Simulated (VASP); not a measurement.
# S in VASP: a series of runs

The runs below take S through single point, with RPBE+D3(BJ), optB86b-vdW, rev-vdW-DF2.

Everything below comes from runs of VASP 6.6.1. Logs are shortened: lines on timing, memory, paths and dates and some standing lists are left out, and cuts for length are marked.

**1. The molecule as given**

The cell holds a molecule in a box, 1 atom: a = 10.500 Å, b = 11.000 Å, c = 11.500 Å, α = 90.00°, β = 90.00°, γ = 90.00°.

**2. Single point, RPBE+D3(BJ), collinear spin, ferromagnetic start**

Contents of INCAR:

```
SYSTEM = S
PREC = Accurate ; ENCUT = 400
EDIFF = 1E-6 ; ISMEAR = 0
SIGMA = 0.01 ; LREAL = .False.
LASPH = .True. ; NELM = 80
ALGO = Normal ; ISIF = 2
LWAVE = .False. ; LCHARG = .False.
ISPIN = 2 ; MAGMOM = 2.1
LORBIT = 11 ; NUPDOWN = 2
GGA = RP ; IVDW = 12
ISYM = 0
```

Contents of KPOINTS:

```
Automatic mesh
0
Gamma
  1 1 1
  0 0 0
```

Contents of POSCAR:

```
S                                       
1.0
   10.5000000000      0.0000000000      0.0000000000
    0.0000000000     11.0000000000      0.0000000000
    0.0000000000      0.0000000000     11.5000000000
  S             
     1
Selective dynamics
Direct
     0.5000000000000000    0.5045454544999970    0.5000000000000000   F   F   F
```

Potentials or basis: VASP PAW PBE potentials, release 64 (S).

Command:

```bash
$ cat potpaw_PBE.64/S/POTCAR > POTCAR
$ mpirun -np 4 vasp_gam > vasp.out
```

OUTCAR:

```text
SYSTEM = S
   PREC = Accurate
   ENCUT = 400
   EDIFF = 1E-6
   ISMEAR = 0
   LREAL = .False.
   LASPH = .True.
   NELM = 80
   ISIF = 2
   ISPIN = 2
   LORBIT = 11
   NUPDOWN = 2
   GGA = RP
   IVDW = 12
   ISYM = 0
 IVDW          = 12

 ion  position               nearest neighbor table
   1  0.500  0.505  0.500-

IMPORTANT INFORMATION: All symmetrisations will be switched off!
NOSYMM: (Re-)initialisation of all symmetry stuff for point group C_1.

----------------------------------------------------------------------------------------

                                     Primitive cell

  volume of cell :    1328.2500

  direct lattice vectors                    reciprocal lattice vectors
    10.500000000  0.000000000  0.000000000     0.095238095  0.000000000  0.000000000
     0.000000000 11.000000000  0.000000000     0.000000000  0.090909091  0.000000000
     0.000000000  0.000000000 11.500000000     0.000000000  0.000000000  0.086956522

  length of vectors
    10.500000000 11.000000000 11.500000000     0.095238095  0.090909091  0.086956522

  position of ions in fractional coordinates (direct lattice)
     0.500000000  0.504545454  0.500000000

  ion indices of the primitive-cell ions
   primitive index   ion index
                 1           1

----------------------------------------------------------------------------------------

 KPOINTS: Automatic mesh

Automatic generation of k-mesh.
 Grid dimensions read from file:
 generate k-points for:    1    1    1

 Generating k-lattice:

  Cartesian coordinates                     Fractional coordinates (reciprocal lattice)
     0.095238095  0.000000000  0.000000000     1.000000000  0.000000000  0.000000000
     0.000000000  0.090909091  0.000000000     0.000000000  1.000000000  0.000000000
     0.000000000  0.000000000  0.086956522     0.000000000  0.000000000  1.000000000

  Length of vectors
     0.095238095  0.090909091  0.086956522

  Shift w.r.t. Gamma in fractional coordinates (k-lattice)
     0.000000000  0.000000000  0.000000000

 Subroutine IBZKPT returns following result:
 ===========================================

 Found      1 irreducible k-points:

 Following reciprocal coordinates:
            Coordinates               Weight
  0.000000  0.000000  0.000000      1.000000
   k-points           NKPTS =      1   k-points in BZ     NKDIM =      1   number of bands    NBANDS=      8
   number of dos      NEDOS =    301   number of ions     NIONS =      1
   total plane-waves  NPLWV = 403200
   dimension x,y,z NGX =    70 NGY =   72 NGZ =   80
   dimension x,y,z NGXF=   140 NGYF=  144 NGZF=  160
   ions per type =               1
   NGX,Y,Z   is equivalent  to a cutoff of  11.08, 10.88, 11.56 a.u.
   NGXF,Y,Z  is equivalent  to a cutoff of  22.17, 21.76, 23.13 a.u.
 SYSTEM =  S
   PREC   = accura    normal or accurate (medium, high low for compatibility)
   ISTART =      0    job   : 0-new  1-cont  2-samecut
   ICHARG =      2    charge: 1-file 2-atom 10-const
   ISPIN  =      2    spin polarized calculation?
   LNONCOLLINEAR =      F non collinear calculations
   LSORBIT =      F    spin-orbit coupling
   LASPH  =      T    aspherical Exc in radial PAW
   ENCUT  =  400.0 eV  29.40 Ry    5.42 a.u.  17.12 17.94 18.75*2*pi/ulx,y,z
   NELM   =     80;   NELMIN=  2; NELMDL= -5     # of ELM steps
   EDIFF  = 0.1E-05   stopping-criterion for ELM
   LREAL  =      F    real-space projection
   EDIFFG = 0.1E-04   stopping-criterion for IOM
   NSW    =      0    number of steps for IOM
   IBRION =     -1    ionic relax: 0-MD 1-quasi-New 2-CG
   NFREE  =      0    steps in history (QN), initial steepest desc. (CG)
   ISIF   =      2    stress and relaxation
   ISYM   =      0    0-nonsym 1-usesym 2-fastsym
   POTIM  = 0.5000    time-step for ionic-motion
   TEBEG  =    0.0;   TEEND  =   0.0 temperature during run
   PSTRESS=    0.0 pullay stress
   NELECT =       6.0000    total number of electrons
   NUPDOWN=       2.0000    fix difference up-down
   EMIN   =  10.00;   EMAX   =-10.00  energy-range for DOS
   EFERMI =   0.00;   METHOD = LEGACY
   ISMEAR =     0;   SIGMA  =   0.01  broadening in eV -4-tet -1-fermi 0-gaus
   EFERMI_NEDOS =   21; number of points for ismear=-14 and -15
   IALGO  =     38    algorithm
   IMIX   =      4    mixing-type and parameters
     AMIX     =   0.40;   BMIX     =  1.00
     AMIX_MAG =   1.60;   BMIX_MAG =  1.00
  volume/ion in A,a.u.               =    1328.25      8963.47
  Fermi-wavevector in a.u.,A,eV,Ry     =   0.270623  0.511404  0.996450  0.073237
  Thomas-Fermi vector in A             =   1.109268
   LORBIT       =     11    0 simple, 1 ext, 2 COOP (PROOUT), +10 PAW based schemes
   GGA     = RP    functional components
   LHFCALC =     F    Hartree Fock is set to
   AEXX    =    0.0000 exact exchange contribution
   IVDW    =    12    specifies the selected vdW correction
   LEPSILON=     F    determine dielectric tensor
   LRPA    =     F    only Hartree local field effects (RPA)
 spin polarized calculation
 Gauss-broadening in eV      SIGMA  =   0.01
  energy-cutoff  :      400.00
  volume of cell :     1328.25
 maximum number of plane-waves:     12033
 NGX is ok and might be reduce to    70
   NGX = 35   NGY = 35   NGZ = 37

 number of electron       6.0000000 magnetization       2.0000008

 Free energy of the ion-electron system (eV)
  ---------------------------------------------------
  ext. energy  EPLUGINS =         0.00000000
  ---------------------------------------------------
  free energy    TOTEN  =        -0.97244313 eV

  energy without entropy =       -0.96680124  energy(sigma->0) =       -0.96962219

 E-fermi :  -5.8683     XC(G=0):  -0.5699

 val. band max:       -5.8683125280   @ k =   0.0000   0.0000   0.0000
 cond. band min:      -5.8682983972   @ k =   0.0000   0.0000   0.0000
 fundamental gap:      0.0000141308
 Fermi energy:        -7.2487164170

 spin component 1

 k-point     1 :       0.0000    0.0000    0.0000
  band No.  band energies     occupation
      1     -17.8658      1.00000
      2      -7.9898      1.00000
      3      -7.3004      1.00000
      4      -7.3003      1.00000
      5      -0.5443      0.00000
      6       0.7669      0.00000
      7       0.7996      0.00000
      8       0.8538      0.00000
 Fermi energy:        -5.8683054626

 spin component 2

 k-point     1 :       0.0000    0.0000    0.0000
  band No.  band energies     occupation
      1     -15.8525      1.00000
      2      -5.8683      0.50040
      3      -5.8683      0.49960
      4      -5.3837      0.00000
      5      -0.3439      0.00000
      6       0.8873      0.00000
      7       0.9296      0.00000
      8       0.9839      0.00000

------------------------ aborting loop because EDIFF is reached ----------------------------------------

 Edisp (eV)   -0.00021

 E8    (eV) :    -0.0000

  FORCE on cell =-STRESS in cart. coord.  units (eV):
  Direction    XX          YY          ZZ          XY          YZ          ZX
  --------------------------------------------------------------------------------------
  -------------------------------------------------------------------------------------
  Total      -0.00990    -0.00425    -0.00871    -0.00001    -0.00003     0.00000
  in kB      -0.01195    -0.00513    -0.01051    -0.00001    -0.00004     0.00000
  external pressure =       -0.01 kB  Pullay stress =        0.00 kB

 VOLUME and BASIS-vectors are now :
 -----------------------------------------------------------------------------
  energy-cutoff  :      400.00
  volume of cell :     1328.25
      direct lattice vectors                 reciprocal lattice vectors
    10.500000000  0.000000000  0.000000000     0.095238095  0.000000000  0.000000000
     0.000000000 11.000000000  0.000000000     0.000000000  0.090909091  0.000000000
     0.000000000  0.000000000 11.500000000     0.000000000  0.000000000  0.086956522

 POSITION                                       TOTAL-FORCE (eV/Angst)
 -----------------------------------------------------------------------------------
      5.25000      5.55000      5.75000         0.000000      0.000292      0.000000
 -----------------------------------------------------------------------------------
    total drift:                                0.000000      0.000292      0.000000

  FREE ENERGIE OF THE ION-ELECTRON SYSTEM (eV)
  ---------------------------------------------------
  free  energy   TOTEN  =        -0.9726516214 eV

  energy  without entropy=       -0.9670097283  energy(sigma->0) =       -0.96983067

 total charge

# of ion       s       p       d       tot
------------------------------------------
    1        1.402   2.100   0.000   3.502

 magnetization (x)

# of ion       s       p       d       tot
------------------------------------------
    1        0.025   1.096   0.000   1.122
```

It took 34 s on 4 MPI ranks of Intel Xeon 6975P-C (Granite Rapids), shared host; peak memory 0.37 GiB.

What came out:

| Quantity | Value |
| --- | --- |
| Free energy | -0.9727 eV |
| Net moment | 2.00 μB per cell |
| Site moments | S +1.12 μB |
| Valence electrons inside the program's atomic spheres | S 3.50 |
| Dispersion energy per atom | 0.000 eV |

Caveat: the PAW data sets were made with another functional, which shifts forces and pressure a little; the total moment is fixed, so each spin has its own Fermi level.

**3. Single point, optB86b-vdW, collinear spin, ferromagnetic start**

Edit INCAR of step 2 so:

```diff
@@ -9,3 +9,4 @@
 LORBIT = 11 ; NUPDOWN = 2
-GGA = RP ; IVDW = 12
-ISYM = 0
+GGA = MK ; LUSE_VDW = .True.
+AGGAC = 0.0 ; PARAM1 = 0.1234
+PARAM2 = 1.0 ; ISYM = 0
```

KPOINTS is that of step 2.

POSCAR is that of step 2.

Potentials or basis: VASP PAW PBE potentials, release 64 (S).

Command:

```bash
$ cat potpaw_PBE.64/S/POTCAR > POTCAR
$ mpirun -np 4 vasp_gam > vasp.out
```

Run time: 3.3 min. Hardware: 4 MPI ranks of Intel Xeon 6975P-C (Granite Rapids), shared host; peak memory 0.84 GiB.

It converged, with:

| Quantity | Value |
| --- | --- |
| Free energy | 0.8366 eV |
| Net moment | 2.00 μB per cell |
| Site moments | S +1.12 μB |
| Valence electrons inside the program's atomic spheres | S 3.49 |

Caveat: the PAW data sets were made with another functional, which shifts forces and pressure a little; the total moment is fixed, so each spin has its own Fermi level.

**4. Single point, rev-vdW-DF2, collinear spin, ferromagnetic start**

Edit INCAR of step 3 so:

```diff
@@ -11,2 +11,3 @@
 AGGAC = 0.0 ; PARAM1 = 0.1234
-PARAM2 = 1.0 ; ISYM = 0
+PARAM2 = 0.711357 ; ZAB_VDW = -1.8867
+ISYM = 0
```

KPOINTS is that of step 3.

POSCAR is that of step 3.

Potentials or basis: VASP PAW PBE potentials, release 64 (S).

Command:

```bash
$ cat potpaw_PBE.64/S/POTCAR > POTCAR
$ mpirun -np 4 vasp_gam > vasp.out
```

OUTCAR:

```text
SYSTEM = S
   PREC = Accurate
   ENCUT = 400
   EDIFF = 1E-6
   ISMEAR = 0
   LREAL = .False.
   LASPH = .True.
   NELM = 80
   ISIF = 2
   ISPIN = 2
   LORBIT = 11
   NUPDOWN = 2
   GGA = MK
   ISYM = 0

 ion  position               nearest neighbor table
   1  0.500  0.505  0.500-

IMPORTANT INFORMATION: All symmetrisations will be switched off!
NOSYMM: (Re-)initialisation of all symmetry stuff for point group C_1.

----------------------------------------------------------------------------------------

[... 157 lines left out ...]
  -------------------------------------------------------------------------------------
  Total       -0.0090253     -0.0095477     -0.0090509     -0.0004995      0.0000132      0.0000982
  in kB       -0.0108866     -0.0115168     -0.0109175     -0.0006026      0.0000159      0.0001185
  external PRESSURE =      -0.0111069 kB  Pullay stress =       0.0000000 kB

 VOLUME and BASIS-vectors are now :
 -----------------------------------------------------------------------------
  energy-cutoff  :      400.00
  volume of cell :     1328.25
      direct lattice vectors                 reciprocal lattice vectors
    10.500000000  0.000000000  0.000000000     0.095238095  0.000000000  0.000000000
     0.000000000 11.000000000  0.000000000     0.000000000  0.090909091  0.000000000
     0.000000000  0.000000000 11.500000000     0.000000000  0.000000000  0.086956522

 POSITION                                       TOTAL-FORCE (eV/Angst)
 -----------------------------------------------------------------------------------
      5.25000      5.55000      5.75000        -0.000000      0.000345     -0.000000
 -----------------------------------------------------------------------------------
    total drift:                               -0.000000      0.000345     -0.000000

  FREE ENERGIE OF THE ION-ELECTRON SYSTEM (eV)
  ---------------------------------------------------
  free  energy   TOTEN  =         0.6264171544 eV

  energy  without entropy=        0.6341302689  energy(sigma->0) =        0.63027371

Total vdW correction in eV:      1.4227768

 total charge

# of ion       s       p       d       tot
------------------------------------------
    1        1.402   2.087   0.000   3.489

 magnetization (x)

# of ion       s       p       d       tot
------------------------------------------
    1        0.023   1.095   0.000   1.119
```

OSZICAR:

```text
N       E                     dE             d eps       ncg     rms          rms(c)
DAV:   1     0.393030718229E+02    0.39303E+02   -0.74827E+02    32   0.231E+02
DAV:   2     0.153948453458E+02   -0.23908E+02   -0.23908E+02    64   0.330E+01
[... 14 lines left out ...]
DAV:  17     0.626903838184E+00    0.14450E-03   -0.29677E-04    32   0.412E-02    0.685E-02
DAV:  18     0.626631217492E+00   -0.27262E-03   -0.11051E-04    32   0.189E-02    0.790E-02
DAV:  19     0.626434549193E+00   -0.19667E-03   -0.12226E-04    32   0.153E-02    0.652E-02
DAV:  20     0.626421668941E+00   -0.12880E-04   -0.84958E-07    64   0.569E-03    0.216E-02
DAV:  21     0.626418104765E+00   -0.35642E-05   -0.25934E-06    32   0.268E-03    0.558E-03
DAV:  22     0.626417154414E+00   -0.95035E-06   -0.22399E-07    32   0.161E-03
   1 F= 0.62641715E+00 E0= 0.63027371E+00  d E =-.771311E-02  mag=     2.0000
```

Run time: 2.9 min. Hardware: 4 MPI ranks of Intel Xeon 6975P-C (Granite Rapids), shared host; peak memory 0.85 GiB.

What came out:

- Free energy: 0.6264 eV
- Net moment: 2.00 μB per cell
- Site moments: S +1.12 μB
- Valence electrons inside the program's atomic spheres: S 3.49

Caveat: the PAW data sets were made with another functional, which shifts forces and pressure a little; the total moment is fixed, so each spin has its own Fermi level.

**5. The runs side by side**

```csv
level,moment (μB)
RPBE+D3(BJ),2.00
optB86b-vdW,2.00
rev-vdW-DF2,2.00
```

Alike in all rows: task single point; potentials or basis VASP PAW PBE potentials, release 64 (S); spin collinear, ferromagnetic start; fixed moment (μB) 2; cell as given; k mesh 1 × 1 × 1; cutoff (eV) 400; smearing gaussian 0.01 eV.

Caveats: the PAW data sets were made with another functional, which shifts forces and pressure a little; the total moment is fixed, so each spin has its own Fermi level.

Total energies depend on the potentials used, so only differences within one code and one set of settings carry meaning.
